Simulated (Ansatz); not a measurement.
Geometry optimisation, Ansatz 0.2.0, DFT PBE, scalar-relativistic, plane waves, PAW.

Input file:

```yaml
crystal:
  lattice:
    - [6.974579, 0.0, 0.0]
    - [0.0, 5.750679, 0.0]
    - [0.0, 0.0, 18.743249]
  atoms:
    - { symbol: Ba, position: [0.66309003, 0.49658616, 0.1405781] }
    - { symbol: Ti, position: [0.5, 0.98149619, 0.05335254] }
    - { symbol: O, position: [0.33589999, 0.76511122, 0.09583783] }
    - { symbol: O, position: [0.99028007, 0.76511122, 0.18531838] }
    - { symbol: O, position: [0.66309003, 0.01179524, 0.1405781] }
    - { symbol: Ba, position: [0.0, 0.99658616, 0.05335254] }
    - { symbol: Ti, position: [0.16309004, 0.48149619, 0.1405781] }
    - { symbol: O, position: [0.99899003, 0.26511122, 0.18306338] }
    - { symbol: O, position: [0.32719004, 0.26511122, 0.09809282] }
    - { symbol: O, position: [0.0, 0.51179525, 0.05335254] }
    - { symbol: Ba, position: [0.98927011, 0.49658616, 0.31502922] }
    - { symbol: Ti, position: [0.82618007, 0.98149619, 0.22780366] }
    - { symbol: O, position: [0.66208006, 0.76511122, 0.27028894] }
    - { symbol: O, position: [0.31646015, 0.76511122, 0.3597695] }
    - { symbol: O, position: [0.98927011, 0.01179524, 0.31502922] }
    - { symbol: Ba, position: [0.32618007, 0.99658616, 0.22780366] }
    - { symbol: Ti, position: [0.48927011, 0.48149619, 0.31502922] }
    - { symbol: O, position: [0.3251701, 0.26511122, 0.3575145] }
    - { symbol: O, position: [0.65337011, 0.26511122, 0.27254394] }
    - { symbol: O, position: [0.32618007, 0.51179525, 0.22780366] }
    - { symbol: Ba, position: [0.21030012, 0.5089362, 0.53529937] }
basis:
  ecutwfc: 420.0
kpoints:
  mp_grid: { grid: [2, 2, 1] }
hamiltonian:
  xc: pbe
  pseudopotentials: { kind: paw, azcp: { folder: soft_1 } }
scf:
  occupations: { method: gaussian, width: 0.05 }
  lower_state_search: "off"
relax:
  f_tol: 0.03
  max_steps: 60
  adjacent_minimum: "off"
  constraints: [{ sites: [1, 2, 5, 8, 9] }]
```

Run as:

```bash
$ ansatz run input.yaml --threads 2 --pin off --max-ram 5120MiB --backend cpu --events-out ev --progress --plain --runs-dir out
```

Problem. Where does it end, and by what steps?

Solution. The forces met the threshold. Limits of this set-up: coarse k mesh, thin slab, slab without dipole correction. After 27 steps the energy has fallen by 8.565 eV; O14 moved furthest, 3.17 Å. Parted: O14–Ba16 (2.81 → 4.86 Å). Joined: O14–Ba21 (3.68 → 2.29 Å), O18–Ba21 (3.70 → 2.35 Å).

```json
{"step": "0", "energy less start (eV)": "0.0000", "largest force component (eV/Å)": "5.364", "accepted": "yes"}
{"step": "1", "energy less start (eV)": "-2.4259", "largest force component (eV/Å)": "4.308", "accepted": "yes"}
{"step": "2", "energy less start (eV)": "-4.3285", "largest force component (eV/Å)": "2.150", "accepted": "yes"}
{"step": "3", "energy less start (eV)": "-5.1767", "largest force component (eV/Å)": "2.086", "accepted": "yes"}
{"step": "4", "energy less start (eV)": "-5.8630", "largest force component (eV/Å)": "2.188", "accepted": "yes"}
{"step": "5", "energy less start (eV)": "-6.4895", "largest force component (eV/Å)": "2.079", "accepted": "yes"}
{"step": "6", "energy less start (eV)": "-7.0144", "largest force component (eV/Å)": "1.467", "accepted": "yes"}
{"step": "7", "energy less start (eV)": "-7.3069", "largest force component (eV/Å)": "0.486", "accepted": "yes"}
{"step": "8", "energy less start (eV)": "-7.4819", "largest force component (eV/Å)": "0.374", "accepted": "yes"}
{"step": "9", "energy less start (eV)": "-7.5315", "largest force component (eV/Å)": "0.924", "accepted": "yes"}
{"step": "10", "energy less start (eV)": "-7.6237", "largest force component (eV/Å)": "0.226", "accepted": "yes"}
{"step": "11", "energy less start (eV)": "-7.6755", "largest force component (eV/Å)": "0.186", "accepted": "yes"}
{"step": "12", "energy less start (eV)": "-7.7218", "largest force component (eV/Å)": "0.367", "accepted": "yes"}
{"step": "13", "energy less start (eV)": "-7.7831", "largest force component (eV/Å)": "0.536", "accepted": "yes"}
{"step": "14", "energy less start (eV)": "-7.8683", "largest force component (eV/Å)": "0.631", "accepted": "yes"}
{"step": "15", "energy less start (eV)": "-7.9743", "largest force component (eV/Å)": "0.578", "accepted": "yes"}
{"step": "16", "energy less start (eV)": "-8.0827", "largest force component (eV/Å)": "0.458", "accepted": "yes"}
{"step": "17", "energy less start (eV)": "-8.1841", "largest force component (eV/Å)": "0.291", "accepted": "yes"}
{"step": "18", "energy less start (eV)": "-8.2735", "largest force component (eV/Å)": "0.366", "accepted": "yes"}
{"step": "19", "energy less start (eV)": "-8.3790", "largest force component (eV/Å)": "0.301", "accepted": "yes"}
{"step": "20", "energy less start (eV)": "-8.4623", "largest force component (eV/Å)": "0.171", "accepted": "yes"}
{"step": "21", "energy less start (eV)": "-8.5227", "largest force component (eV/Å)": "0.112", "accepted": "yes"}
{"step": "22", "energy less start (eV)": "-8.5529", "largest force component (eV/Å)": "0.080", "accepted": "yes"}
{"step": "23", "energy less start (eV)": "-8.5543", "largest force component (eV/Å)": "0.311", "accepted": "yes"}
{"step": "24", "energy less start (eV)": "-8.5594", "largest force component (eV/Å)": "0.277", "accepted": "yes"}
{"step": "25", "energy less start (eV)": "-8.5638", "largest force component (eV/Å)": "0.073", "accepted": "yes"}
{"step": "26", "energy less start (eV)": "-8.5646", "largest force component (eV/Å)": "0.032", "accepted": "yes"}
{"step": "27", "energy less start (eV)": "-8.5654", "largest force component (eV/Å)": "0.011", "accepted": "yes"}
```

```xyz
21
Lattice="6.9746 0.0000 0.0000 0.0000 5.7507 0.0000 0.0000 0.0000 18.7432" Properties=species:S:1:pos:R:3
Ba 4.642 2.855 2.668
Ti 3.487 5.644 1.000
O 2.343 4.400 1.796
O 7.022 4.413 3.350
O 4.780 -0.014 2.138
Ba 0.000 5.731 1.000
Ti 1.013 2.838 2.450
O 6.988 1.510 3.415
O 2.282 1.525 1.839
O 0.000 2.943 1.000
Ba 7.220 2.773 6.024
Ti 6.021 5.641 4.481
O 4.742 4.339 4.935
O 4.978 2.987 7.354
O 7.138 -0.077 5.818
Ba 2.393 5.734 4.289
Ti 3.819 2.735 5.846
O 2.535 2.043 7.031
O 4.707 1.381 4.954
O 2.456 3.029 4.493
Ba 3.803 1.922 9.003
```

Whether the end is a true minimum wasn't checked by a vibrational analysis.

Time of the run: 5.7 min on 2 threads of Arm Neoverse V1 (shared host), peak memory 1.3 GiB.
